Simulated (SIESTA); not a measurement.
Runs of SIESTA 5.4.2 on As. It takes space group R-3m (No. 166, trigonal). The conventional cell has a = 3.762 Å, b = 3.762 Å, c = 10.542 Å, α = 90.00°, β = 90.00°, γ = 120.00°. Around As (site symmetry 3m) lie 3 As at 2.51 Å. 

```tsv
task	level	potentials or basis	broadening (eV)	window to (eV)	polarisation	direction	optical mesh offset	gap on the mesh (eV)	pressure (GPa)	largest force (eV/Å)
single point	PBE	PseudoDojo 0.4 standard (PBE files), DZP (energy shift 0.003 Ry; two zetas on semicore shells)	-	-	-	-	-	none	(a)	0.88
band structure	PBEsol	PseudoDojo 0.4 standard (PBEsol files), DZP (energy shift 0.003 Ry; two zetas on semicore shells)	-	-	-	-	-	none	2.4	0.82
single point	PBEsol	PseudoDojo 0.4 standard (PBEsol files), DZP (energy shift 0.003 Ry; two zetas on semicore shells)	-	-	-	-	-	none	2.4	0.82
optical spectrum	PBEsol	PseudoDojo 0.4 standard (PBEsol files), DZP (energy shift 0.003 Ry; two zetas on semicore shells)	0.1 eV	40 eV	polarized	0.0 0.0 1.0	true	none	2.4	0.82
```

Alike in all rows: no spin polarisation; cell as given; k mesh 9 × 9 × 9; smearing fermi-dirac 0.05 eV; grid cutoff 500 Ry; energy shift 0.003 Ry.

Estimate the missing entries.

(a) 6.0.

Caveats: the basis of atomic orbitals isn't converged, which shifts pressures, moduli and gaps; the basis holds too few empty states to meet the f-sum rule, so the spectrum is short of weight at high energy (some runs); spectra need much finer meshes, so this one isn't converged (some runs); independent-particle spectra lack excitons (some runs); the intraband (Drude) part of a metal's response may be missing (some runs).

A k mesh can miss the band edges, and the runs leave out spin-orbit coupling on As.

A gap of «none» marks a metal or a gap under the smearing width.
